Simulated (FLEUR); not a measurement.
# Au (P6_3/mmc) in FLEUR: a series of runs

Runs on Au. Level: r2SCAN. Tasks: band structure.

Everything below comes from runs of FLEUR MaX-R8.1 (later development tree). Logs are shortened: lines on timing, memory, paths and dates and some standing lists are left out, and cuts for length are marked.

## 1. The structure

Symmetry: P6_3/mmc, No. 194, hexagonal system. The conventional cell has a = 2.900 Å, b = 2.900 Å, c = 4.880 Å, α = 90.00°, β = 90.00°, γ = 120.00°. Au (site symmetry -6m2) has 12 Au at 2.90 to 2.96 Å as nearest neighbours.

This isn't the form of Au at room conditions, which is fcc.

## 2. Band structure, r2SCAN

Input file inp.xml:

```xml
<?xml version="1.0" encoding="UTF-8" standalone="no"?>
<fleurInput fleurInputVersion="0.39">
   <comment>
      Au                                                                                                  
   </comment>
   <calculationSetup>
      <cutoffs Kmax="4.1" Gmax="12.7" GmaxXC="12.7" numbands="0"/>
      <scfLoop itmax="80" minDistance="0.0001" maxIterBroyd="30" imix="Anderson" alpha="0.05" precondParam="0.0" spinf="2.0" sdNocoIR="T"/>
      <coreElectrons ctail="F" frcor="F" kcrel="0" coretail_lmax="0"/>
      <xcFunctional name="LibXC" relativisticCorrections="F">
         <LibXCName exchange="mgga_x_r2scan" correlation="mgga_c_r2scan"/>
         <AuxGGA exchange="117" correlation="130"/>
      </xcFunctional>
      <magnetism jspins="1"/>
      <soc l_soc="F" theta="0.0" phi="0.0" spav="F"/>
      <expertModes spex="0" secvar="F"/>
      <geometryOptimization l_f="F" forcealpha="1.0" forcemix="BFGS" epsdisp="0.00001" epsforce="0.00001"/>
      <ldaU l_linMix="F" mixParam="0.05" spinf="1.0"/>
   </calculationSetup>
   <cell>
      <bzIntegration valenceElectrons="38.0" mode="hist" fermiSmearingEnergy="0.00183747">
         <kPointListSelection listName="default-1"/>
         <!-- k-points included here -->
         <xi:include xmlns:xi="http://www.w3.org/2001/XInclude" href="kpts.xml"> </xi:include>
      </bzIntegration>
      <!-- symmetry operations included here -->
      <xi:include xmlns:xi="http://www.w3.org/2001/XInclude" href="sym.xml"> </xi:include>
      <bulkLattice scale="1.0">
         <bravaisMatrix>
            <row-1>    5.4802057613399997     0.0000000000000000     0.0000000000000000</row-1>
            <row-2>   -2.7401028806699999     4.7459974073337650     0.0000000000000000</row-2>
            <row-3>    0.0000000000000000     0.0000000000000000     9.2218634880479993</row-3>
         </bravaisMatrix>
      </bulkLattice>
   </cell>
   <atomSpecies>
      <species name="Gold (Au)" element="Au" atomicNumber="79">
         <mtSphere radius="2.51" gridPoints="839" logIncrement="0.016"/>
         <atomicCutoffs lmax="10" lnonsphr="10"/>
         <electronConfig flipSpins="F">
            <coreConfig>(1s1/2) (2s1/2) (2p1/2) (2p3/2) (3s1/2) (3p1/2) (3p3/2) (4s1/2) (3d3/2) (3d5/2) (4p1/2) (4p3/2) (4d3/2) (4d5/2) (4f5/2) (4f7/2)</coreConfig>
            <valenceConfig>(5s1/2) (5p1/2) (5p3/2) (6s1/2) (5d3/2) (5d5/2)</valenceConfig>
            <stateOccupation state="(6s1/2)" spinUp="0.500000" spinDown="0.500000"/>
         </electronConfig>
         <energyParameters s="6" p="6" d="5" f="5"/>
         <lo type="SCLO" l="0" n="5" eDeriv="0"/>
         <lo type="SCLO" l="1" n="5" eDeriv="0"/>
         <lo type="SCLO" l="1" n="5" eDeriv="1"/>
         <lo type="SCLO" l="2" n="5" eDeriv="2"/>
         <lo type="SCLO" l="3" n="5" eDeriv="2"/>
      </species>
   </atomSpecies>
   <atomGroups>
      <atomGroup species="Gold (Au)">
         <relPos label="                   1">-1.000/3.000 1.000/3.000 1.000/4.000</relPos>
         <relPos label="                   2">1.000/3.000 -1.000/3.000 -1.000/4.000</relPos>
         <force calculate="T" relaxXYZ="TTT"/>
      </atomGroup>
   </atomGroups>
   <output dos="F" band="F" slice="F">
      <checks vchk="F" cdinf="F"/>
      <bandDOS minEnergy="-.5*Htr" maxEnergy="0.5*Htr" sigma="0.015" storeEVData="T"/>
      <vacuumDOS vacdos="F" integ="F" star="F" nstars="0" locx1="0.0" locy1="0.0" locx2="0.0" locy2="0.0" nstm="0" tworkf="0.0"/>
      <unfoldingBand unfoldBand="F" supercellX="1" supercellY="1" supercellZ="1"/>
      <plotting iplot="0" polar="F">
         <plot TwoD="T" vec1="  1.0  0.0  0.0" vec2="  0.0  1.0  0.0" vec3="  0.0  0.0  1.0" zero="  0.0  0.0  0.0" file="plot"/>
      </plotting>
      <chargeDensitySlicing numkpt="0" minEigenval="0.0" maxEigenval="0.0" nnne="0" pallst="F"/>
      <specialOutput eonly="F"/>
      <moessbauerParams electricFieldGradient="T" isomerShift="T" coreHyperfine="T" valenceHyperfine="T"/>
      <magneticCircularDichroism mcd="F" energyLo="-10.0" energyUp="0.0"/>
   </output>
  <!-- We include the file relax.xml here to enable relaxations (see documentation) -->
  <xi:include xmlns:xi="http://www.w3.org/2001/XInclude" href="relax.xml"> <xi:fallback/> </xi:include>
</fleurInput>
```

Input file crystal.txt:

```
Au
&input cartesian=F /
2.9000000000  0.0000000000  0.0000000000
-1.4500000000  2.5114736710  0.0000000000
0.0000000000  0.0000000000  4.8800000000
1.8897261246
1.0 1.0 1.0

2
79 0.6666666666  0.3333333332  0.2500000000
79 0.3333333332  0.6666666666  0.7500000000

&kpt div1=8 div2=8 div3=4 gamma=T /
```

Input file inp.xml (bands):

```
<?xml version="1.0" encoding="UTF-8" standalone="no"?>
<fleurInput fleurInputVersion="0.39">
   <comment>
      Au                                                                                                  
   </comment>
   <calculationSetup>
      <cutoffs Kmax="4.1" Gmax="12.7" GmaxXC="12.7" numbands="0"/>
      <scfLoop itmax="80" minDistance="0.0001" maxIterBroyd="30" imix="Anderson" alpha="0.05" precondParam="0.0" spinf="2.0" sdNocoIR="T"/>
      <coreElectrons ctail="F" frcor="F" kcrel="0" coretail_lmax="0"/>
      <xcFunctional name="LibXC" relativisticCorrections="F">
         <LibXCName exchange="mgga_x_r2scan" correlation="mgga_c_r2scan"/>
         <AuxGGA exchange="117" correlation="130"/>
      </xcFunctional>
      <magnetism jspins="1"/>
      <soc l_soc="F" theta="0.0" phi="0.0" spav="F"/>
      <expertModes spex="0" secvar="F"/>
      <geometryOptimization l_f="F" forcealpha="1.0" forcemix="BFGS" epsdisp="0.00001" epsforce="0.00001"/>
      <ldaU l_linMix="F" mixParam="0.05" spinf="1.0"/>
   </calculationSetup>
   <cell>
      <bzIntegration valenceElectrons="38.0" mode="hist" fermiSmearingEnergy="0.00183747">
         <kPointListSelection listName="path-1"/>
         <!-- k-points included here -->
         <xi:include xmlns:xi="http://www.w3.org/2001/XInclude" href="kpts.xml"> </xi:include>
      </bzIntegration>
      <!-- symmetry operations included here -->
      <xi:include xmlns:xi="http://www.w3.org/2001/XInclude" href="sym.xml"> </xi:include>
      <bulkLattice scale="1.0">
         <bravaisMatrix>
            <row-1>    5.4802057613399997     0.0000000000000000     0.0000000000000000</row-1>
            <row-2>   -2.7401028806699999     4.7459974073337650     0.0000000000000000</row-2>
            <row-3>    0.0000000000000000     0.0000000000000000     9.2218634880479993</row-3>
         </bravaisMatrix>
      </bulkLattice>
   </cell>
   <atomSpecies>
      <species name="Gold (Au)" element="Au" atomicNumber="79">
         <mtSphere radius="2.51" gridPoints="839" logIncrement="0.016"/>
         <atomicCutoffs lmax="10" lnonsphr="10"/>
         <electronConfig flipSpins="F">
            <coreConfig>(1s1/2) (2s1/2) (2p1/2) (2p3/2) (3s1/2) (3p1/2) (3p3/2) (4s1/2) (3d3/2) (3d5/2) (4p1/2) (4p3/2) (4d3/2) (4d5/2) (4f5/2) (4f7/2)</coreConfig>
            <valenceConfig>(5s1/2) (5p1/2) (5p3/2) (6s1/2) (5d3/2) (5d5/2)</valenceConfig>
            <stateOccupation state="(6s1/2)" spinUp="0.500000" spinDown="0.500000"/>
         </electronConfig>
         <energyParameters s="6" p="6" d="5" f="5"/>
         <lo type="SCLO" l="0" n="5" eDeriv="0"/>
         <lo type="SCLO" l="1" n="5" eDeriv="0"/>
         <lo type="SCLO" l="1" n="5" eDeriv="1"/>
         <lo type="SCLO" l="2" n="5" eDeriv="2"/>
         <lo type="SCLO" l="3" n="5" eDeriv="2"/>
      </species>
   </atomSpecies>
   <atomGroups>
      <atomGroup species="Gold (Au)">
         <relPos label="                   1">-1.000/3.000 1.000/3.000 1.000/4.000</relPos>
         <relPos label="                   2">1.000/3.000 -1.000/3.000 -1.000/4.000</relPos>
         <force calculate="T" relaxXYZ="TTT"/>
      </atomGroup>
   </atomGroups>
   <output dos="F" band="T" slice="F">
      <checks vchk="F" cdinf="F"/>
      <bandDOS minEnergy="-.5*Htr" maxEnergy="0.5*Htr" sigma="0.015" storeEVData="T"/>
      <vacuumDOS vacdos="F" integ="F" star="F" nstars="0" locx1="0.0" locy1="0.0" locx2="0.0" locy2="0.0" nstm="0" tworkf="0.0"/>
      <unfoldingBand unfoldBand="F" supercellX="1" supercellY="1" supercellZ="1"/>
      <plotting iplot="0" polar="F">
         <plot TwoD="T" vec1="  1.0  0.0  0.0" vec2="  0.0  1.0  0.0" vec3="  0.0  0.0  1.0" zero="  0.0  0.0  0.0" file="plot"/>
      </plotting>
      <chargeDensitySlicing numkpt="0" minEigenval="0.0" maxEigenval="0.0" nnne="0" pallst="F"/>
      <specialOutput eonly="F"/>
      <moessbauerParams electricFieldGradient="T" isomerShift="T" coreHyperfine="T" valenceHyperfine="T"/>
      <magneticCircularDichroism mcd="F" energyLo="-10.0" energyUp="0.0"/>
   </output>
  <!-- We include the file relax.xml here to enable relaxations (see documentation) -->
  <xi:include xmlns:xi="http://www.w3.org/2001/XInclude" href="relax.xml"> <xi:fallback/> </xi:include>
</fleurInput>
```

Potentials or basis: all-electron, FLAPW.

Command:

```
$ inpgen -f crystal.txt -profile fastHighL
$ # inp.xml edited to the form shown
$ fleur_MPI
$ fleur_MPI   # second run, on inp.xml (bands)
```

Standard output:

```text
Welcome to FLEUR        (www.flapw.de)
      MaX-Release 8.1          (www.max-centre.eu)
 func_ids         498         497         498         497
 MetaGGA potential functional detected - V_tau will be computed
 Auxiliary Potential for radial basis: exchange=         117  correlation=         130
The functional 'Re-regularized SCAN exchange by Furness et al' is an exchange functional, it belongs to the 'MGGA' family and is defined in the reference(s):
[1] J. W. Furness, A. D. Kaplan, J. Ning, J. P. Perdew, and J. Sun.,  J. Phys. Chem. Lett. 11, 8208-8215 (2020)
[2] J. W. Furness, A. D. Kaplan, J. Ning, J. P. Perdew, and J. Sun.,  J. Phys. Chem. Lett. 11, 9248-9248 (2020)
The functional 'Re-regularized SCAN correlation by Furness et al' is a correlation functional, it belongs to the 'MGGA' family and is defined in the reference(s):
[1] J. W. Furness, A. D. Kaplan, J. Ning, J. P. Perdew, and J. Sun.,  J. Phys. Chem. Lett. 11, 8208-8215 (2020)
[2] J. W. Furness, A. D. Kaplan, J. Ning, J. P. Perdew, and J. Sun.,  J. Phys. Chem. Lett. 11, 9248-9248 (2020)
 Using same functional for VXC and EXC

 ========== k-point set info ==========
 Selected k-point list: default-1
 k-point list type: mesh
 8 x 8 x 4
 Number of k points: 30

 ------------Calculation Setup---------------------------
 Number of MPI-tasks      :            1
 Number of PE/node        :            1
 Number of OMP-threads    :            1
 Most efficient MPI parallelization for:
           1           2           3           5           6          10          15          30
 Additional eigenvalue parallelization possible
 Number of basis functions:          362
 Approximate size of matrices (H+S) per k-point:         0.002 GB
 --------------------------------------------------------
The functional 'Hammer, Hansen, and Norskov' is an exchange functional, it belongs to the 'GGA' family and is defined in the reference(s):
[1] B. Hammer, L. B. Hansen, and J. K. Nørskov.,  Phys. Rev. B 59, 7413 (1999)
The functional 'Perdew, Burke & Ernzerhof' is a correlation functional, it belongs to the 'GGA' family and is defined in the reference(s):
[1] J. P. Perdew, K. Burke, and M. Ernzerhof.,  Phys. Rev. Lett. 77, 3865 (1996)
[2] J. P. Perdew, K. Burke, and M. Ernzerhof.,  Phys. Rev. Lett. 78, 1396 (1997)
 Using same functional for VXC and EXC
 Using auxiliary GGA potential for the first iteration of MetaGGA calculation.
 Reset of history
 Reset of history
 Iteration:     1   Distance:      65.90873471 me/bohr^3
The functional 'Hammer, Hansen, and Norskov' is an exchange functional, it belongs to the 'GGA' family and is defined in the reference(s):
[1] B. Hammer, L. B. Hansen, and J. K. Nørskov.,  Phys. Rev. B 59, 7413 (1999)
The functional 'Perdew, Burke & Ernzerhof' is a correlation functional, it belongs to the 'GGA' family and is defined in the reference(s):
[1] J. P. Perdew, K. Burke, and M. Ernzerhof.,  Phys. Rev. Lett. 77, 3865 (1996)
[2] J. P. Perdew, K. Burke, and M. Ernzerhof.,  Phys. Rev. Lett. 78, 1396 (1997)
 Using same functional for VXC and EXC
 Iteration:     2   Distance:      62.10406347 me/bohr^3
The functional 'Hammer, Hansen, and Norskov' is an exchange functional, it belongs to the 'GGA' family and is defined in the reference(s):
[1] B. Hammer, L. B. Hansen, and J. K. Nørskov.,  Phys. Rev. B 59, 7413 (1999)
The functional 'Perdew, Burke & Ernzerhof' is a correlation functional, it belongs to the 'GGA' family and is defined in the reference(s):
[1] J. P. Perdew, K. Burke, and M. Ernzerhof.,  Phys. Rev. Lett. 77, 3865 (1996)
[2] J. P. Perdew, K. Burke, and M. Ernzerhof.,  Phys. Rev. Lett. 78, 1396 (1997)
 Using same functional for VXC and EXC
 Iteration:     3   Distance:      58.94497460 me/bohr^3
The functional 'Hammer, Hansen, and Norskov' is an exchange functional, it belongs to the 'GGA' family and is defined in the reference(s):
[1] B. Hammer, L. B. Hansen, and J. K. Nørskov.,  Phys. Rev. B 59, 7413 (1999)
The functional 'Perdew, Burke & Ernzerhof' is a correlation functional, it belongs to the 'GGA' family and is defined in the reference(s):
[1] J. P. Perdew, K. Burke, and M. Ernzerhof.,  Phys. Rev. Lett. 77, 3865 (1996)
[2] J. P. Perdew, K. Burke, and M. Ernzerhof.,  Phys. Rev. Lett. 78, 1396 (1997)
 Using same functional for VXC and EXC
 Iteration:     4   Distance:       8.26005188 me/bohr^3
The functional 'Hammer, Hansen, and Norskov' is an exchange functional, it belongs to the 'GGA' family and is defined in the reference(s):
[1] B. Hammer, L. B. Hansen, and J. K. Nørskov.,  Phys. Rev. B 59, 7413 (1999)
The functional 'Perdew, Burke & Ernzerhof' is a correlation functional, it belongs to the 'GGA' family and is defined in the reference(s):
[1] J. P. Perdew, K. Burke, and M. Ernzerhof.,  Phys. Rev. Lett. 77, 3865 (1996)
[2] J. P. Perdew, K. Burke, and M. Ernzerhof.,  Phys. Rev. Lett. 78, 1396 (1997)
 Using same functional for VXC and EXC
 Iteration:     5   Distance:       2.11605292 me/bohr^3
The functional 'Hammer, Hansen, and Norskov' is an exchange functional, it belongs to the 'GGA' family and is defined in the reference(s):
[... 39 lines left out ...]
 Using same functional for VXC and EXC
 Iteration:    11   Distance:       0.00125590 me/bohr^3
The functional 'Hammer, Hansen, and Norskov' is an exchange functional, it belongs to the 'GGA' family and is defined in the reference(s):
[1] B. Hammer, L. B. Hansen, and J. K. Nørskov.,  Phys. Rev. B 59, 7413 (1999)
The functional 'Perdew, Burke & Ernzerhof' is a correlation functional, it belongs to the 'GGA' family and is defined in the reference(s):
[1] J. P. Perdew, K. Burke, and M. Ernzerhof.,  Phys. Rev. Lett. 77, 3865 (1996)
[2] J. P. Perdew, K. Burke, and M. Ernzerhof.,  Phys. Rev. Lett. 78, 1396 (1997)
 Using same functional for VXC and EXC
 Iteration:    12   Distance:       0.00020516 me/bohr^3
The functional 'Hammer, Hansen, and Norskov' is an exchange functional, it belongs to the 'GGA' family and is defined in the reference(s):
[1] B. Hammer, L. B. Hansen, and J. K. Nørskov.,  Phys. Rev. B 59, 7413 (1999)
The functional 'Perdew, Burke & Ernzerhof' is a correlation functional, it belongs to the 'GGA' family and is defined in the reference(s):
[1] J. P. Perdew, K. Burke, and M. Ernzerhof.,  Phys. Rev. Lett. 77, 3865 (1996)
[2] J. P. Perdew, K. Burke, and M. Ernzerhof.,  Phys. Rev. Lett. 78, 1396 (1997)
 Using same functional for VXC and EXC
 Iteration:    13   Distance:       0.00018268 me/bohr^3
The functional 'Hammer, Hansen, and Norskov' is an exchange functional, it belongs to the 'GGA' family and is defined in the reference(s):
[1] B. Hammer, L. B. Hansen, and J. K. Nørskov.,  Phys. Rev. B 59, 7413 (1999)
The functional 'Perdew, Burke & Ernzerhof' is a correlation functional, it belongs to the 'GGA' family and is defined in the reference(s):
[1] J. P. Perdew, K. Burke, and M. Ernzerhof.,  Phys. Rev. Lett. 77, 3865 (1996)
[2] J. P. Perdew, K. Burke, and M. Ernzerhof.,  Phys. Rev. Lett. 78, 1396 (1997)
 Using same functional for VXC and EXC
 Iteration:    14   Distance:       0.00002460 me/bohr^3

 ********************************************************************
 Run finished successfully
 Stop message:
   all done
 ********************************************************************
```

It took 49 s on 1 thread of Arm Neoverse N1, shared host; peak memory 0.09 GiB.

Results:

```
Free energy                                           : -1036544.2440 eV
Band gap along the path                               : none (metal or under the smearing width)
Valence electrons inside the program's atomic spheres : Au 17.47 (radii Au 2.51 bohr)
```

Levels at the corners of the path, in eV from the Fermi level:
```
point  band 16  band 17  band 18  band 19  band 20  band 21  band 22  band 23
    Γ    -3.65    -3.65    -2.35    -2.35    -0.76     2.54    15.33    16.32
    M    -2.14    -2.03    -1.86     0.44     1.57     5.94     7.40     7.52
    K    -2.60    -2.60    -2.54     2.42     2.42     4.10     9.80     9.98
    Γ    -3.65    -3.65    -2.35    -2.35    -0.76     2.54    15.33    16.32
    A    -4.66    -2.80    -2.80    -2.80    -2.80    10.82    10.82    15.58
    L    -2.51    -1.93    -1.93     0.71     0.71     3.94     3.94    13.63
    H    -3.80    -2.29    -2.29     4.29     4.29     4.81     4.81     6.74
    A    -4.66    -2.80    -2.80    -2.80    -2.80    10.82    10.82    15.58
    L    -2.51    -1.93    -1.93     0.71     0.71     3.94     3.94    13.63
    M    -2.14    -2.03    -1.86     0.44     1.57     5.94     7.40     7.52
    K    -2.60    -2.60    -2.54     2.42     2.42     4.10     9.80     9.98
    H    -3.80    -2.29    -2.29     4.29     4.29     4.81     4.81     6.74
```

Core levels (eV from the Fermi level):
```
atom                                                                                                                                                                                                                                     levels
1 Au  1s1/2 -80656.9, 2s1/2 -14217.0, 2p1/2 -13629.9, 2p3/2 -11794.0, 3s1/2 -3352.9, 3p1/2 -3089.6, 3p3/2 -2684.5, 4s1/2 -725.4, 3d3/2 -2248.8, 3d5/2 -2161.8, 4p1/2 -613.2, 4p3/2 -516.1, 4d3/2 -332.9, 4d5/2 -314.8, 4f5/2 -79.9, 4f7/2 -76.1
2 Au  1s1/2 -80656.9, 2s1/2 -14217.0, 2p1/2 -13629.9, 2p3/2 -11794.0, 3s1/2 -3352.9, 3p1/2 -3089.6, 3p3/2 -2684.5, 4s1/2 -725.4, 3d3/2 -2248.8, 3d5/2 -2161.8, 4p1/2 -613.2, 4p3/2 -516.1, 4d3/2 -332.9, 4d5/2 -314.8, 4f5/2 -79.9, 4f7/2 -76.1
```

Caveat: the meta-GGA is that of a development version, with a GGA for the radial functions and cores and without core tails; spin-orbit coupling is left out, which moves the levels of the heavy elements.

(Part 1 of 2 ends here.)
